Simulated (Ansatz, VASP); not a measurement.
# Cross-check of TiO2 between VASP and Ansatz, part 2 of 2

Aim: how closely do two programs agree when they are given the same cell, functional and k mesh? The cell is taken from a series of runs on this material, whose earlier steps may have relaxed, scaled, displaced or heated it; both programs get it as it stands.

VASP 6.6.1 and Ansatz 0.2.0.

So far: Set-up; VASP: dielectric response, LDA.

## (3) Ansatz: dielectric response, LDA

Level of this step: Ansatz beside VASP: Kohn-Sham DFT, plane waves, LDA (Ansatz).

Ansatz runs on its default PAW (the set named soft_2) files.

The same cell, functional (in two slightly different forms) and mesh now go to Ansatz, which takes its cutoff from its data sets.

Input file input.yaml:

```yaml
crystal:
  lattice:
    - [5.291, 0.0, 0.0]
    - [-2.6455, 4.5821404114, 0.0]
    - [0.0, 0.0, 6.133]
  atoms:
    - { symbol: Ti, position: [0.4584369692, 0.0, 0.3333333333] }
    - { symbol: Ti, position: [0.0, 0.4584369692, 0.6666666667] }
    - { symbol: Ti, position: [0.5415630308, 0.5415630308, 0.0] }
    - { symbol: O, position: [0.4119210658, 0.2878300503, 0.2237616203] }
    - { symbol: O, position: [0.7121699497, 0.1240910155, 0.5570949537] }
    - { symbol: O, position: [0.8759089845, 0.5880789342, 0.890428287] }
    - { symbol: O, position: [0.2878300503, 0.4119210658, 0.7762383797] }
    - { symbol: O, position: [0.1240910155, 0.7121699497, 0.4429050463] }
    - { symbol: O, position: [0.5880789342, 0.8759089845, 0.109571713] }
kpoints:
  mp_grid: { grid: [6, 6, 4] }
hamiltonian:
  xc: lda
scf:
  occupations: { method: fixed }
dielectric: {}
```

Run with:

```console
> ansatz run input.yaml --threads 3 --pin off --max-ram 92160MiB --backend cuda --devices 1 --max-vram 13GiB --events-out ev --progress --plain --runs-dir out
```

Numbers of over 12 decimals in the logs are rounded to 6 here.

Output:

```text
GPUs: using 1 of 1 available (devices: 1).
Engine: ansatz 0.2.0, x86_64-unknown-linux-gnu
Pseudopotentials: kind: paw
Pseudopotential: Ti, paw, valence charge 12, recommended cutoff 420 eV (normal), Ti.paw.azcp
Pseudopotential: O, paw, valence charge 6, recommended cutoff 420 eV (normal), O.paw.azcp
Functional definition: SPW92
  exchange = slater_x
  correlation = pw_c
device memory: the entry about to start is reckoned to put 2.7 GiB on a device that reports 36.9 GiB free (of which the cap on the GPU budget leaves the run 13.0 GiB)
GPU FFT provider: cuFFT
GPU libraries: cuBLAS 13.8.2, cuFFT 12.4.0, cuSOLVER 12.3.4
Crystal: 9 atoms, lattice volume = 148.689 Å³
Basis set: ecut = 420 eV, 2943 PW (Γ), exchange–correlation on 72×72×90 points (8 copies of the dense FFT grid, shifted against one another)
Bands: 45, of which v1, the nominal top of the filled ones, is band 36 counted from 1 (35 counted from 0)
Symmetry: 6 space group operations
k-points: 76 of 144 (irreducible under 1 space group operation, time reversal used)
Non-local potential: Ti, projectors of the file, l = 0: 3, l = 1: 2, l = 2: 3, l = 3: 1
Non-local potential: O, projectors of the file, l = 0: 2, l = 1: 2, l = 2: 1
PAW form: soft (Blöchl's): semilocal exchange-correlation on the pseudo side does not see the compensation charge
PAW frozen core: Ti, regenerated for the run's functional, and the local potential with it (the file was generated under x = pbe(κ = 0.804, μ = 0.219515), c = pbe(β = 0.066725))
PAW frozen core: O, regenerated for the run's functional, and the local potential with it (the file was generated under x = pbe(κ = 0.804, μ = 0.219515), c = pbe(β = 0.066725))
PAW one-centre angular grid: Ti, 590 points (default); XC on 64 Gauss nodes
PAW one-centre angular grid: O, 110 points (default); XC on 64 Gauss nodes
Initial density: superposition of atomic densities (neutral atoms: chi_scale 0, normalization atom), corrected by the library's trained network
Initial wavefunctions: pseudopotential atomic-orbital guess
GPU buffer pool allocated for 58320 grid points (all kernels)
GPU transforms: local potential and band sums: pruned to the plane-wave sphere, on 36×36×45
Functional: x = slater, c = lda
SCF iter   1: F=—  HF=-10693.871260 eV  |F-HF|=—  |Δ(HF+E_count)|=         —  Δρ=1.52e-2  dr2=3.30e-1  ethr=1.77e-3  ⟨swp⟩=4.0  Hψ=11782  notcnv=0  defer=508
preconditioner: auto → Resta (q_TF=auto, 2.418 Å⁻¹)  ε∞=5.5  [insulator: Δε(μ)=3.455 eV  Ē_g=10.000 eV  n_scr=28 (ndim 8)  ℏωp=21.1 eV  f_vac=0.249  ε∞_Penn≈5.5]
SCF iter   2: F=—  HF=-10693.820641 eV  |F-HF|=—  |Δ(HF+E_count)|=   5.06e-2  Δρ=9.20e-3  dr2=9.39e-2  ethr=4.59e-4  ⟨swp⟩=2.3  Hψ=5759  notcnv=0  defer=508
SCF iter   3: F=—  HF=-10693.802319 eV  |F-HF|=—  |Δ(HF+E_count)|=   1.83e-2  Δρ=2.61e-3  dr2=7.56e-3  ethr=1.30e-4  ⟨swp⟩=2.0  Hψ=4718  notcnv=0  defer=514
SCF iter   4: F=—  HF=-10693.800453 eV  |F-HF|=—  |Δ(HF+E_count)|=   1.87e-3  Δρ=5.61e-4  dr2=4.77e-4  ethr=1.05e-5  ⟨swp⟩=2.9  Hψ=5942  notcnv=0  defer=530
SCF iter   5: F=—  HF=-10693.800606 eV  |F-HF|=—  |Δ(HF+E_count)|=   1.52e-4  Δρ=1.27e-4  dr2=2.73e-5  ethr=6.62e-7  ⟨swp⟩=2.0  Hψ=4703  notcnv=0  defer=529
SCF iter   6: F=—  HF=-10693.799931 eV  |F-HF|=—  |Δ(HF+E_count)|=   6.75e-4  Δρ=6.21e-5  dr2=5.42e-6  ethr=3.80e-8  ⟨swp⟩=2.8  Hψ=6794  notcnv=0  defer=240
SCF iter   7: F=—  HF=-10693.800341 eV  |F-HF|=—  |Δ(HF+E_count)|=   4.10e-4  Δρ=1.15e-5  dr2=2.27e-7  ethr=7.53e-9  ⟨swp⟩=2.9  Hψ=6394  notcnv=0  defer=240
SCF iter   8: F=—  HF=-10693.800341 eV  |F-HF|=—  |Δ(HF+E_count)|=   6.10e-8  Δρ=2.12e-6  dr2=1.41e-8  ethr=3.16e-10  ⟨swp⟩=2.0  Hψ=4614  notcnv=0  defer=240
SCF iter   9: F=—  HF=-10693.800341 eV  |F-HF|=—  |Δ(HF+E_count)|=   1.91e-9  Δρ=6.26e-7  dr2=7.86e-10  ethr=1.96e-11  ⟨swp⟩=2.4  Hψ=5273  notcnv=0  defer=240
SCF iter  10: F=—  HF=-10693.800341 eV  |F-HF|=—  |Δ(HF+E_count)|=  2.24e-10  Δρ=2.53e-7  dr2=1.08e-10  ethr=1.00e-12  ⟨swp⟩=9.8  Hψ=10522  notcnv=0
SCF iter  11: F=-10693.800341 eV  HF=-10693.800341 eV  |F-HF|=1.46e-11  |Δ(HF+E_count)|=  3.64e-12  Δρ=1.21e-7  dr2=2.16e-11  ethr=1.00e-12  ⟨swp⟩=2.0  Hψ=6460  notcnv=0
SCF 1 converged in 11 iterations: F = -10693.800341 eV  dr2 = 2.16e-11
  greatest PAW one-centre occupation: 0.999 electrons in one spin orbital (limit 2), on the Ti atom at site 2 (counted from 0), in its partial waves of l = 0
the response reads at least the filled bands of the reference SCF and the lowest empty band at each k-point, and that SCF's band table does not vouch for those bands. The notice of the band table in this run's record says why
device memory: the entry about to start is reckoned to put 0.1 GiB (of the 0.3 GiB reckoned in all, the device holds 0.2 GiB already) on a device that reports 36.7 GiB free (of which the cap on the GPU budget leaves the run 12.9 GiB)
device memory: the entry about to start is reckoned to put 2.5 GiB (of the 2.6 GiB reckoned in all, the device holds 0.2 GiB already) on a device that reports 36.7 GiB free (of which the cap on the GPU budget leaves the run 12.8 GiB)
DFPT response loops at Γ: preconditioner auto → none (the input reference at scf.mixing.eps_inf says where Resta's filter doesn't serve); β = 0.50; Broyden in place of MSR1
SCF converged after 11 iterations
Free energy (F): -10693.800341 eV
Harris-Foulkes:  -10693.800341 eV  (|F-HF|=1.46e-11)
Internal energy: -10693.800341 eV  (E = F + TS)
E sigma→0 (E₀):  -10693.800341 eV
Fermi energy:    1.918646 eV
--- Per-component energies (eV) ---
  E_band       = -995.042094
  E_kinetic    = 1864.518275
  E_local      = -7276.153897  (includes V_loc(G=0)·N_el)
  E_nonlocal   = 322.739074
  E_hartree    = 2872.460936
  E_xc         = -723.188736
  E_vxc        = -921.959223  (∫ρ·V_xc dr)
  E_paw        = -3875.644245  (= ΣΔE_a)
  E_vpaw       = -729.123287  (= ΣTr[D̂ρ^β])
  E_aug_tail   = 0.015194  (compensation charges beyond the density's cutoff)
  E_ewald      = -3880.106322
  E_core_change = 1.559380  (= ΣΔE_core)
  E_smearing   = -0.000000  (= −TS)
  E_closure    = 0.000000  (closes the sum)
  Σ components = -10693.800341   (vs F -10693.800341, Δ=0.00e0)
--- Band table (eV; the first three rows and the last of 76) ---
  k-point 0: bands = [... 32 lower, 1.0139, 1.5731, 1.6286, 1.6286, 5.7633, 6.2332, 6.2332, 6.5773, ... 5 higher]
  k-point 1: bands = [... 32 lower, 1.3135, 1.6735, 1.7171, 1.7805, 5.7880, 5.9250, 6.2157, 6.4338, ... 5 higher]
  k-point 2: bands = [... 32 lower, 1.2818, 1.8453, 1.8453, 1.8507, 5.5726, 6.0985, 6.0985, 6.3082, ... 5 higher]
  k-point 75: bands = [... 32 lower, 1.2167, 1.4685, 1.6397, 1.6917, 6.2116, 6.3714, 6.4249, 6.8333, ... 5 higher]
--- Dielectric response (ions clamped): 2 representative field directions + reference, on 76 of 144 k-points (Σ response iterations 20) ---
  k mesh reduced under 1 symmetry operation, with k and −k counted as one. Each operation leaves every solved perturbation unchanged. A smaller set is not considered because the run solves the response to a homogeneous field
  ε∞ (high-frequency dielectric tensor):
        3.789782    -0.000000     0.000000
       -0.000000     3.789782     0.000000
        0.000000     0.000000     4.209512
  Born effective charges Z* (e; rows j = field, columns β = displacement):
    site 0:
         3.92207   -0.00000    0.00000
         0.00000    5.14985    1.00647
         0.00000   -1.08642    5.31581
    site 1:
         4.84290    0.53164   -0.87163
         0.53164    4.22902   -0.50324
         0.94087    0.54321    5.31581
    site 2:
         4.84290   -0.53164    0.87163
        -0.53164    4.22902   -0.50324
        -0.94087    0.54321    5.31581
    site 3:
        -1.32433    1.34104   -1.00129
         1.10886   -3.21163    1.99459
        -0.77220    2.23305   -2.65790
    site 4:
        -1.67897   -1.31360   -1.22672
        -1.54579   -2.85699   -1.86444
        -1.54778   -1.78527   -2.65790
    site 5:
        -3.80064    0.32084    2.22801
         0.08865   -0.73532   -0.13015
         2.31997   -0.44778   -2.65790
    site 6:
        -3.80064   -0.32084   -2.22801
        -0.08865   -0.73532   -0.13015
        -2.31997   -0.44778   -2.65790
    site 7:
        -1.32433   -1.34104    1.00129
        -1.10886   -3.21163    1.99459
         0.77220    2.23305   -2.65790
    site 8:
        -1.67897    1.31360    1.22672
         1.54579   -2.85699   -1.86444
         1.54778   -1.78527   -2.65790
  Z* charge neutrality: 2.883e-5 e pre-enforcement
  k-mesh period / interband length: 24.5 Å / 1.13 Å = 21.68 at k = (0.0000, 0.0000, -0.5000), direct gap 3.722 eV — 14 or more, which is no proof of convergence
```

## (4) Differences

Known differences besides the potentials themselves: the two LDA forms differ slightly; fixed occupations in Ansatz, narrow Gaussian smearing in VASP; the cutoff is 420 eV in Ansatz and 520 eV in VASP; VASP's log shows a relativistic correction to its local exchange, Ansatz's none. Total energies have different zeros and are not compared.

The two programs side by side:

```tsv
quantity	Ansatz	VASP	difference
ε∞ xx	3.79	3.80	-0.34 %
ε∞ yy	3.79	3.80	-0.34 %
ε∞ zz	4.21	4.23	-0.43 %
Born charge of Ti1 (mean of the diagonal) (e)	4.80	4.78	+0.01
Born charge of O4 (mean of the diagonal) (e)	-2.40	-2.39	-0.01
```

## (5) Outcome

* difference in ε∞ zz (dielectric response, LDA): -0.43 %

In words: The difference in ε∞ zz is -0.43 % (dielectric response, LDA), within the 5 % picked in this series as the mark of a large difference. How closely two codes agree says nothing of how well the functional describes the real material.

[Lines on the potential files, build, host, timing and source positions are cut from VASP's logs without a mark.]

[Logs are printed without paths, hosts, clocks, repeated set-up lines and the standing remarks that a program may print on its own settings, such as how far it seeks lower states.]

[Hosts, paths, dates, database ids (printed as entryN), source tags and the programs' standing remarks are cut or masked in the printed files.]
